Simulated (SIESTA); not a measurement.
Runs of SIESTA 5.4.2 on MgB2. Symmetry: P6/mmm, No. 191, hexagonal system. The conventional cell has a = 3.085 Å, b = 3.085 Å, c = 3.523 Å, α = 90.00°, β = 90.00°, γ = 120.00°. Mg (site symmetry 6/mmm) has 12 B at 2.51 Å as nearest neighbours. B (site symmetry -6m2) is surrounded by 3 B at 1.78 Å. 

| task | level | potentials or basis | energy shift | gap on the mesh (eV) | pressure (GPa) |
| --- | --- | --- | --- | --- | --- |
| band structure | AM05 | PseudoDojo 0.4 standard (PBEsol files), DZP (energy shift 0.002 Ry) | 0.002 Ry | none | (b) |
| single point | PBE | PseudoDojo 0.4 standard (PBE files), DZP (energy shift 0.002 Ry) | 0.002 Ry | none | 4.4 |
| band structure | BLYP | PseudoDojo 0.4 standard (PBE files), DZP (energy shift 0.003 Ry; two zetas on semicore shells) | 0.003 Ry | none | 7.2 |
| band structure | AM05 | PseudoDojo 0.4 standard (PBEsol files), DZP (energy shift 0.003 Ry; two zetas on semicore shells) | 0.003 Ry | none | 2.2 |
| band structure | PBE | PseudoDojo 0.4 standard (PBE files), DZP (energy shift 0.003 Ry; two zetas on semicore shells) | 0.003 Ry | none | (a) |

Alike in all rows: no spin polarisation; cell as given; k mesh 10 × 10 × 8; smearing fermi-dirac 0.05 eV; grid cutoff 800 Ry.

**Question.** Estimate the missing entries.

**Answer.** (a) 4.1; (b) 2.5.

Caveats: the basis of atomic orbitals isn't converged, which shifts pressures, moduli and gaps; the potentials were made for another functional, which shifts forces and pressure (some runs); semicore shells carry a single zeta, which can move pressures by several GPa and volumes by a few percent (some runs).

A k mesh can miss the band edges.

A gap of «none» marks a metal or a gap under the smearing width.

Not every run made on this cell is shown here.
